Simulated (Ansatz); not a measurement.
Rocksalt BP: a relaxation of cell and atoms in the PAW code Ansatz (PBE). The starting cell was estimated from covalent radii.

The input:
```yaml
crystal:
  lattice:
    - [0.0, 2.029255, 2.029255]
    - [2.029255, 0.0, 2.029255]
    - [2.029255, 2.029255, 0.0]
  atoms:
    - { symbol: B, position: [0.0, 0.0, 0.0] }
    - { symbol: P, position: [0.5, 0.5, 0.5] }
kpoints:
  mp_grid: { grid: [10, 10, 10] }
hamiltonian:
  xc: pbe
scf:
  occupations: { method: fermi_dirac, width: 0.02 }
relax:
  f_tol: 0.005
  cell: {}
output:
  write_density: true
  write_potential: true
  elf: true
  volumetric_format: npy
```

Command: `ansatz run input.yaml --threads 2 --pin off --max-ram 2211MiB --backend cpu --events-out ev --progress --plain --runs-dir out`. It took 2.2 s on 2 threads of Intel(R) Xeon(R) Platinum 8488C (Sapphire Rapids) (shared host), load about 0.2 per core; peak host memory 0.35 GiB.

The log, with set-up remarks and timings taken out:
```
Pseudopotential: B, paw, valence charge 3, recommended cutoff 420 eV (normal)
Pseudopotential: P, paw, valence charge 5, recommended cutoff 420 eV (normal)
Functional definition: PBE
  parameter kappa = 0.804
  parameter beta = 0.06672455060314922
  exchange = pbe_x(kappa = kappa, mu = beta*pi^2/3)
  correlation = pbe_c(beta = beta)
Crystal: 2 atoms, lattice volume = 16.712 Å³
Basis set: ecut = 420 eV, 331 PW (Γ)
Bands: 8, of which v1, the nominal top of the filled ones, is band 4 counted from 1 (3 counted from 0)
Symmetry: 48 space group operations
Space group: Fm-3m (ITA 225)
k-points: 47 of 1000
preconditioner: auto → none  [σ=0.020 eV  ℏωp=25.7 eV]
SCF 1 converged in 6 iterations: F = -909.931389 eV  dr2 = 8.39e-11
relax step 1: F+E_penalty+E_count = -909.93138872 eV  P = +42.463 GPa  Ω = 16.712 Å³
SCF 2 converged in 6 iterations: F = -910.189545 eV  dr2 = 1.28e-9
relax step 2: F+E_penalty+E_count = -910.18954539 eV  P = +21.247 GPa  Ω = 18.041 Å³
SCF 3 converged in 6 iterations: F = -910.301810 eV  dr2 = 1.05e-10
relax step 3: F+E_penalty+E_count = -910.30180969 eV  P = +3.355 GPa  Ω = 19.599 Å³
SCF 4 converged in 4 iterations: F = -910.305457 eV  dr2 = 1.59e-7
relax step 4: F+E_penalty+E_count = -910.30545708 eV  P = +0.613 GPa  Ω = 19.922 Å³
SCF 5 converged in 4 iterations: F = -910.305541 eV  dr2 = 1.41e-8
relax step 5: F+E_penalty+E_count = -910.30554119 eV  P = +0.021 GPa  Ω = 19.998 Å³
SCF 6 converged in 5 iterations: F = -910.312162 eV  dr2 = 5.90e-12
relax step 6: F+E_penalty+E_count = -910.31216210 eV  P = +0.409 GPa  Ω = 19.998 Å³  (SCF on a basis re-selected at this cell)
SCF 7 converged in 4 iterations: F = -910.312190 eV  dr2 = 3.13e-9
relax step 7: F+E_penalty+E_count = -910.31219047 eV  P = +0.018 GPa  Ω = 20.051 Å³
SCF 8 converged in 4 iterations: F = -910.312239 eV  dr2 = 1.36e-11
relax step 8: F+E_penalty+E_count = -910.31223903 eV  P = +0.019 GPa  Ω = 20.051 Å³  (SCF on a basis re-selected at this cell)
SCF converged after 4 iterations
Free energy (F): -910.312239 eV
Internal energy: -910.309573 eV  (E = F + TS)
E sigma→0 (E₀):  -910.310906 eV
Entropy (-TS):   -0.002666 eV (-1.333 meV/atom)
Fermi energy:    11.842387 eV
--- Stress (GPa, compression-positive) ---
        0.019299       0.000000       0.000000
        0.000000       0.019299       0.000000
        0.000000       0.000000       0.019299
  P = ⅓ Tr σ = 0.0193 GPa (0.193 kbar)
--- Relaxed structure (6 steps of the walk, 6 accepted, 2 SCFs on fresh bases) ---
  F+E_penalty+E_count = -910.31223903 eV
  cell:  # Å, volume = 20.0508 Å³
    - [0.000000, 2.156259, 2.156259]
    - [2.156259, 0.000000, 2.156259]
    - [2.156259, 2.156259, 0.000000]
  atoms:
    - { symbol: B, position: [0.000000, 0.000000, 0.000000] }
    - { symbol: P, position: [0.500000, 0.500000, 0.500000] }
```

Planar averages along the third cell vector, from rho_z.tsv and v_z.tsv (valence density with its augmentation; electrostatic potential energy of an electron, of which only differences have a meaning):
```csv
z (Å),ρ (e/Å³),v_es (eV)
0.00,0.360,3.07
0.13,0.365,3.25
0.25,0.377,3.75
0.38,0.394,4.45
0.51,0.410,5.04
0.64,0.423,5.13
0.76,0.430,4.47
0.89,0.430,3.10
1.02,0.420,1.36
1.14,0.405,-0.32
1.27,0.389,-1.64
1.40,0.378,-2.47
1.52,0.373,-2.75
1.65,0.378,-2.47
1.78,0.389,-1.64
1.91,0.405,-0.32
2.03,0.420,1.36
2.16,0.430,3.10
2.29,0.430,4.47
2.41,0.423,5.13
2.54,0.410,5.04
2.67,0.394,4.45
2.80,0.377,3.75
2.92,0.365,3.25
```

The walk took 6 steps and changed the volume by +20.0 %. The last SCF, on a fresh basis, lies 190 meV an atom below the first. Final cell: the symmetry is Fm-3m (No. 225, cubic); a = 4.313 Å in the conventional setting, 10.03 Å³ an atom. B has 6 P at 2.16 Å; P has 6 B at 2.16 Å.

No spin polarisation and no zero-point or thermal motion; the cell was built from a prototype and may be hypothetical.

Where bands overlap, v1 and c1 are numbered by the electron count and aren't everywhere filled or empty.

Where bands overlap the cell is a metal at that level, and these k meshes limit energies, forces and stress.
